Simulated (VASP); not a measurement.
Wanted: the native input for a VASP 6.6.1 run.

| Quantity | Value |
| --- | --- |
| Task | single point |
| Functional | PBE |
| Potentials or basis | VASP PAW PBE potentials, release 64 (Te, Pb_d) |
| Cutoff | 520 eV |
| k mesh | 11 × 11 × 11 |
| Occupations | fermi-dirac, width 0.08 eV |
| Spin | no spin polarisation |
| Dipole correction | no |
| Further INCAR settings | ALGO = Fast; EDIFF = 1e-06; NBANDS = 17 |

The structure of TePb lies in POSCAR:

```
TePb
1.0
    0.0000000000      3.2270000000      3.2270000000
    3.2270000000      0.0000000000      3.2270000000
    3.2270000000      3.2270000000      0.0000000000
Te Pb
1 1
Direct
    0.5309885342      0.5309885342      0.4690114658
    0.0000000000      0.0000000000      0.0000000000
```

Measurements of this composition are mostly on another form, of space group No. 225.

The cell isn't the ideal one: atom 1 (Te) moved by [0.0, 0.0, 0.2] A.

These files were run (other wordings do the same):

INCAR

```
SYSTEM = TePb
PREC = Accurate
ENCUT = 520
EDIFF = 1E-6
ISMEAR = -1
SIGMA = 0.08
LREAL = .False.
LASPH = .True.
NELM = 100
ALGO = Fast
ISIF = 2
LWAVE = .False.
LCHARG = .True.
GGA = PE
LELF = .True.
LVHAR = .True.
NBANDS = 17
```

KPOINTS

```
Automatic mesh
0
Gamma
  11 11 11
  0 0 0
```

Potentials or basis: VASP PAW PBE potentials, release 64 (Te, Pb_d).

Command:

```console
$ cat potpaw_PBE.64/Te/POTCAR potpaw_PBE.64/Pb_d/POTCAR > POTCAR
$ mpirun -np 1 vasp_std > vasp.out
```

It gave:

```json
{"Pressure": "2.8 GPa", "Largest force": "0.262 eV/Å", "Band gap on the k mesh": "1.02 eV, direct"}
```

Caveat: spin-orbit coupling is left out, which as a rule narrows the gap of such compounds by several tenths of an eV; an odd mesh through Γ misses points on the zone boundary, where band edges often lie.

Wall time 90 s on 1 thread of Intel(R) Xeon(R) Platinum 8559C (Emerald Rapids), on a shared host, peak memory 0.31 GiB.
